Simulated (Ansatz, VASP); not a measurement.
## Two plane-wave programs on GaP

Contents of INCAR:

```
PREC = Accurate ; ENCUT = 520
EDIFF = 1E-7 ; ISMEAR = -1
SIGMA = 0.05 ; LREAL = False
LASPH = True ; NELM = 100
ALGO = Normal ; ISIF = 2
LWAVE = False ; LCHARG = False
METAGGA = R2SCAN ; LMIXTAU = True
NBANDS = 16
```

File KPOINTS:

```
Automatic mesh
0
Gamma
  8 8 8
```

The input POSCAR:

```
GaP
1.0
    0.0000000000      2.7252500000      2.7252500000
    2.7252500000      0.0000000000      2.7252500000
    2.7252500000      2.7252500000      0.0000000000
Ga P
1 1
Direct
    0.0000000000      0.0000000000      0.0000000000
    0.7500000000      0.7500000000      0.7500000000
```

File KPOINTS_OPT:

```
path GXWKGLUWLK,UX
20
line-mode
reciprocal
 0.0000000000  0.0000000000  0.0000000000  G
 0.5000000000  0.0000000000  0.5000000000  X

 0.5000000000  0.0000000000  0.5000000000  X
 0.5000000000  0.2500000000  0.7500000000  W

 0.5000000000  0.2500000000  0.7500000000  W
 0.3750000000  0.3750000000  0.7500000000  K

 0.3750000000  0.3750000000  0.7500000000  K
 0.0000000000  0.0000000000  0.0000000000  G

 0.0000000000  0.0000000000  0.0000000000  G
 0.5000000000  0.5000000000  0.5000000000  L

 0.5000000000  0.5000000000  0.5000000000  L
 0.6250000000  0.2500000000  0.6250000000  U

 0.6250000000  0.2500000000  0.6250000000  U
 0.5000000000  0.2500000000  0.7500000000  W

 0.5000000000  0.2500000000  0.7500000000  W
 0.5000000000  0.5000000000  0.5000000000  L

 0.5000000000  0.5000000000  0.5000000000  L
 0.3750000000  0.3750000000  0.7500000000  K

 0.6250000000  0.2500000000  0.6250000000  U
 0.5000000000  0.0000000000  0.5000000000  X
```

The input input.yaml:

```yaml
crystal:
  lattice:
    - [0.0, 2.72525, 2.72525]
    - [2.72525, 0.0, 2.72525]
    - [2.72525, 2.72525, 0.0]
  atoms:
    - { symbol: Ga, position: [0.0, 0.0, 0.0] }
    - { symbol: P, position: [0.75, 0.75, 0.75] }
hamiltonian:
  xc: r2scan
  pseudopotentials: { kind: paw }
kpoints:
  mp_grid: { grid: [8, 8, 8] }
  band_path:
    path:
      - [[0.0, 0.0, 0.0], [0.5, 0.0, 0.5], [0.5, 0.25, 0.75], [0.375, 0.375, 0.75], [0.0, 0.0, 0.0], [0.5, 0.5, 0.5], [0.625, 0.25, 0.625], [0.5, 0.25, 0.75], [0.5, 0.5, 0.5], [0.375, 0.375, 0.75]]
      - [[0.625, 0.25, 0.625], [0.5, 0.0, 0.5]]
    npoints: 14
scf:
  occupations: { method: fermi_dirac, width: 0.05 }
  n_extra_bands: 6
output:
  forces: true
  stress: true
  eigenvalues: true
  fatbands: true
```

Alike in both runs: task band structure; functional r2SCAN; k mesh 8 × 8 × 8; occupations fermi-dirac, width 0.05 eV; no spin polarisation.

```csv
,VASP,Ansatz
version,VASP 6.6.1,Ansatz 0.2.0
potentials or method,"VASP PAW PBE potentials, release 64 (Ga_d, P)",Ansatz PAW
plane-wave cutoff (eV),520,500
valence electrons in the cell,18,18
```

Ansatz gave:

- gap on the k mesh at the Fermi level (eV): 1.89
- least direct gap on the mesh (eV): 2.37
- gap along the band path (eV): 1.84
- pressure (GPa): 0.0

Q: What did VASP give for the same quantities?

A: gap on the k mesh at the Fermi level (eV): 1.90; least direct gap on the mesh (eV): 2.34; gap along the band path (eV): 1.85; pressure (GPa): 0.0.

With one functional, cell and mesh, what is left measures potentials, basis and numerics.

Caveats: the PAW data sets were made with another functional, which shifts forces and pressure a little (VASP); the k mesh misses the band edges, so the gap on the mesh is wider than the one along the path (Ansatz); the PAW data sets come from PBE, with cores solved anew for the run's functional, which leaves a small shift of forces and pressure (Ansatz). r2SCAN opens gaps a little over a GGA but as a rule still falls short of measured ones.
